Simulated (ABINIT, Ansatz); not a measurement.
# CaSe (Fm-3m): G0W0 with ABINIT, start to end, part 3 of 3

Aim: the G0W0 gap of CaSe (Fm-3m) on LDA, step by step.

ABINIT 10.8.3; LDA and many-body steps on it, plane waves. Known limits of the many-body steps: not at the basis limit; no spin-orbit coupling; coarse k mesh.

So far. Step 4 (Empty states on the mesh, 4×4×4 mesh, 187 bands): On this mesh the gap is 1.874 eV. Step 5 (Screening, 4×4×4 mesh, 171 bands, screening to 217.7 eV): Local fields lower ε∞ by 14 %. On a Γ-centred mesh this coarse the value itself is usually too large, while a short band sum pulls it down.

The database entry behind the starting cell differs from later determinations by our own check (0.1 to 0.3 % short, probably kX units), so it need not match the best structure at ambient conditions.

### 6. Self-energy, 4×4×4 mesh, 171 bands, screening to 217.7 eV

The self-energy is evaluated for the states that the input lists, and the levels follow from it, in one-shot runs by the linearised quasiparticle equation.

This step: G0W0 on LDA, plane waves, norm-conserving pseudopotentials.

run.abi

```
acell 3*1.0 Angstrom
rprim 
  -0.000000000000 2.956000000000 2.956000000000
  2.956000000000 -0.000000000000 2.956000000000
  2.956000000000 2.956000000000 -0.000000000000
ntypat 2
znucl 20 34
natom 2
typat 1 2
xred 
  0.000000000000 0.000000000000 0.000000000000
  0.500000000000 0.500000000000 0.500000000000
pp_dirpath "pseudos"
pseudos "Ca.upf, Se.upf"
ecut 48
ngkpt 4 4 4
nshiftk 1
shiftk 0 0 0
kptopt 1
chksymbreak 0
istwfk *1
occopt 1
irdwfk 1
optdriver 4
nband 171
gwcalctyp 0
ecutsigx 48
symsigma 1
nkptgw 2
kptgw 
  0.0000000000 0.0000000000 0.0000000000
  0.5000000000 0.5000000000 0.0000000000
bdgw 
  15 21
  16 19
ecuteps 8
irdscr 1
ppmodel 1
indata_prefix "in"
outdata_prefix "out"
tmpdata_prefix "tmp"
```

Run with:

```sh
OMP_NUM_THREADS=1 mpirun -n 4 abinit run.abi > log
```

Numbers of over 12 decimals in the logs are rounded to 6 here.

The log of the run:

```text
.Version 10.8.3 of ABINIT. v10.8.2 released Aug 2026.

 Symmetries : space group Fm -3 m (#225); Bravais cF (face-center cubic)
[... echo of the input left out ...]
== DATASET  1 ==================================================================
-   mpi_nproc: 4, omp_nthreads: 1 (-1 if OMP is not activated)

--- !DatasetInfo
iteration_state: {dtset: 1, }
dimensions: {natom: 2, nkpt: 8, mband: 171, nsppol: 1, nspinor: 1, nspden: 1, mpw: 5577, }
cutoff_energies: {ecut:  48.0, pawecutdg:  -1.0, }
electrons: {nelect:   3.40000000E+01, charge:   0.00000000E+00, occopt:   1.00000000E+00, tsmear:   1.00000000E-02, }

 SIGMA: Calculation of the GW corrections

 Based on a program developped by R.W. Godby, V. Olevano, G. Onida, and L. Reining.
 Incorporated in ABINIT by V. Olevano, G.-M. Rignanese, and M. Torrent.
.Using double precision arithmetic ; gwpc =  8

[... cell and pseudopotentials left out ...]
--------------------------------------------------------------------------------

 ==== K-mesh for the wavefunctions ====
 Number of points in the irreducible wedge :     8
[... list of points left out ...]
 Together with 48 symmetry operations and time-reversal symmetry
 yields    64 points in the full Brillouin Zone.

 ==== Q-mesh for screening function ====
 Number of points in the irreducible wedge :     8
[... list of points left out ...]
 Together with 48 symmetry operations and time-reversal symmetry
 yields    64 points in the full Brillouin Zone.

 vcoul_init : cutoff-mode = AUXILIARY_FUNCTION
 q-points for optical limit:   1
     1)      0.000010    0.000020    0.000030
 setmesh: FFT mesh size selected  =    50x   50x   50
          total number of points  =       125000

 Number of electrons calculated from density =   34.0000; Expected =   34.0000
 average of density, n =  0.097530
 r_s =    1.3477
 omega_plasma =   30.1249 [eV]

 === KS Band Gaps ===
  >>>> For spin  1
   Minimum direct gap =   2.8166 [eV], located at k-point      :   0.5000  0.5000  0.0000
   Fundamental gap    =   1.8738 [eV], Top of valence bands at :   0.0000  0.0000  0.0000
                                       Bottom of conduction at :   0.5000  0.5000  0.0000
 SIGMA fundamental parameters:
 PLASMON POLE MODEL  1
 number of plane-waves for SigmaX                 5577
 number of plane-waves for SigmaC and W            339
 number of plane-waves for wavefunctions          5577
 number of bands                                   171
 number of independent spin polarizations            1
 number of spinorial components                      1
 number of k-points in IBZ                           8
 number of q-points in IBZ                           8
 number of symmetry operations                      48
 number of k-points in BZ                           64
 number of q-points in BZ                           64
 number of frequencies for dSigma/dE                 9
 frequency step for dSigma/dE [eV]                0.25
 number of omega for Sigma on real axis              0
 max omega for Sigma on real axis  [eV]           0.00
 zcut for avoiding poles [eV]                     0.10

 EPSILON^-1 parameters (SCR file):
 dimension of the eps^-1 matrix on file            339
 dimension of the eps^-1 matrix used               339
 number of plane-waves for wavefunctions          5577
 number of bands                                   171
 number of q-points in IBZ                           8
 number of frequencies                               2
 number of real frequencies                          1
 number of imag frequencies                          1

 matrix elements of self-energy operator (all in [eV])

 Perturbative Calculation

--- !SelfEnergy_ee
iteration_state: {dtset: 1, }
kpoint     : [   0.000,    0.000,    0.000, ]
spin       : 1
KS_gap     :    3.093
QP_gap     :    4.348
Delta_QP_KS:    1.255
data: !SigmaeeData |
     Band     E0 <VxcDFT>   SigX SigC(E0)      Z dSigC/dE  Sig(E)    E-E0       E
       15   4.497 -14.498 -16.679   1.422   0.801  -0.249 -15.106  -0.608   3.889
       16   4.497 -14.498 -16.679   1.422   0.801  -0.249 -15.106  -0.608   3.889
       17   4.497 -14.498 -16.679   1.422   0.801  -0.249 -15.106  -0.608   3.889
       18   7.590 -11.006  -6.321  -3.899   0.822  -0.216 -10.359   0.647   8.237
       19   8.050 -12.301  -6.145  -4.573   0.809  -0.236 -11.021   1.280   9.330
       20   8.050 -12.301  -6.145  -4.573   0.809  -0.236 -11.021   1.280   9.330
       21   8.050 -12.301  -6.145  -4.573   0.809  -0.236 -11.021   1.280   9.330

--- !SelfEnergy_ee
iteration_state: {dtset: 1, }
kpoint     : [   0.500,    0.500,    0.000, ]
spin       : 1
KS_gap     :    2.817
QP_gap     :    4.435
Delta_QP_KS:    1.619
data: !SigmaeeData |
     Band     E0 <VxcDFT>   SigX SigC(E0)      Z dSigC/dE  Sig(E)    E-E0       E
       16   3.554 -13.651 -16.273   1.671   0.798  -0.254 -14.409  -0.758   2.796
       17   3.554 -13.651 -16.273   1.671   0.798  -0.254 -14.409  -0.758   2.796
       18   6.371 -10.383  -5.401  -3.932   0.819  -0.221  -9.523   0.860   7.231
       19   9.344 -10.420  -5.362  -4.238   0.819  -0.221  -9.748   0.672  10.015

== END DATASET(S) ==============================================================
================================================================================

 -outvars: echo values of variables after computation  --------
           etotal      0.0000000000E+00
            nband         171
             nkpt           8
          spgroup         225
 [... the other variables as echoed above ...]

 Calculation completed.
```

Run time: 31 s. Hardware: 4 MPI ranks of Arm Neoverse V1, shared host; peak memory 1.8 GiB; 2.1 min of CPU time.

Numbers from this step:

- G0W0 gap on the points computed: 3.342 eV
- starting gap on the mesh: 1.874 eV
- k of the valence top: 0, 0, 0
- k of the conduction bottom: 0.5, 0.5, 0
- Z at the valence top: 0.801
- Z at the conduction bottom: 0.819
- least direct G0W0 gap on the computed points: 4.348 eV

The gap on the mesh goes from 1.87 eV to 3.34 eV, a correction of +1.47 eV.

Limits: finite bands, cutoff and mesh; no spin-orbit coupling; coarse k mesh. v1 is the top filled band, c1 the lowest empty one. The levels before and after the correction (eV, zero at the valence-band top of each column):

|  | conduction bottom | valence top |
| --- | --- | --- |
| Kohn-Sham | 1.87 | 0.00 |
| G0W0 | 3.34 | 0.00 |

|  | level | energy (eV) |
| --- | --- | --- |
| Kohn-Sham | Γ v3-v1 | 0.000 |
| Kohn-Sham | Γ c1 | 3.093 |
| Kohn-Sham | Γ c2-c4 | 3.553 |
| Kohn-Sham | (0.5 0.5 0) v2-v1 | -0.943 |
| Kohn-Sham | (0.5 0.5 0) c1 | 1.874 |
| Kohn-Sham | (0.5 0.5 0) c2 | 4.847 |
| G0W0 | Γ v3-v1 | 0.000 |
| G0W0 | Γ c1 | 4.348 |
| G0W0 | Γ c2-c4 | 5.441 |
| G0W0 | (0.5 0.5 0) v2-v1 | -1.093 |
| G0W0 | (0.5 0.5 0) c1 | 3.342 |
| G0W0 | (0.5 0.5 0) c2 | 6.126 |

### 7. Where the time went

Times are wall times on 4 MPI ranks of Arm Neoverse V1, shared host, good to a factor of about two.

| step | time | share | memory (GiB) |
| --- | --- | --- | --- |
| ground state | 21 s | 7 % | 0.37 |
| bands along the symmetry lines | 37 s | 11 % | 0.38 |
| empty states on the mesh | 89 s | 28 % | 0.45 |
| screening | 2.3 min | 44 % | 1.9 |
| self-energy | 31 s | 10 % | 1.8 |

### 8. Outcome

```
LDA gap              : 1.87 eV, indirect
G0W0 gap on the mesh : 3.34 eV
GW settings          : 4×4×4 mesh, 171 bands, screening to 217.7 eV, Godby-Needs plasmon pole
known limits         : not at the basis limit; no spin-orbit coupling; coarse k mesh
```

G0W0 moves the gap on the mesh from 1.87 eV to 3.34 eV (+1.47 eV), with Z of 0.80 and 0.82 at the edges. Local fields lower the RPA ε∞ on this mesh from 7.30 to 6.28; a Γ-centred mesh this coarse tends to raise both, most where the direct gap is narrow, while a short band sum lowers them. Only 2 of the mesh's irreducible points were corrected, so a valley elsewhere could overtake. The dearest step here is «screening». Bands and cutoff are finite, so the gap is not at the basis limit. The miss can reach some tenths of an eV and take either sign; the mesh is an error of its own. In the G0W0 run levels were corrected at 2 k points alone, so a gap called «on the mesh» is the least over those, and an edge elsewhere would be missed. The 4×4×4 mesh is coarse for this cell, which bears on the long-range parts of exchange and screening. The many-body steps are scalar-relativistic: spin-orbit coupling is not in them.

[Paths, hosts, dates, memory and timing lines, banners, echoed tables and standing remarks are left out of the program output.]

[Logs are printed without paths, hosts, clocks, repeated set-up lines and the standing remarks that a program may print on its own settings, such as how far it seeks lower states.]

[Runs of the session that timed out or met a known fault of the program may be left out.]

[Hosts, paths, dates, database ids (printed as entryN), source tags and the programs' standing remarks are cut or masked in the printed files.]

[G0W0 gaps are taken among the corrected bands and points alone; a level outside them can change the order at an edge.]

[Where Ansatz stands beside ABINIT at settings called matched, ABINIT's density can come from a denser mesh and the files from another edition; pairs whose starting gaps differed by over 0.03 eV were left out, so agreement reads better than it is.]
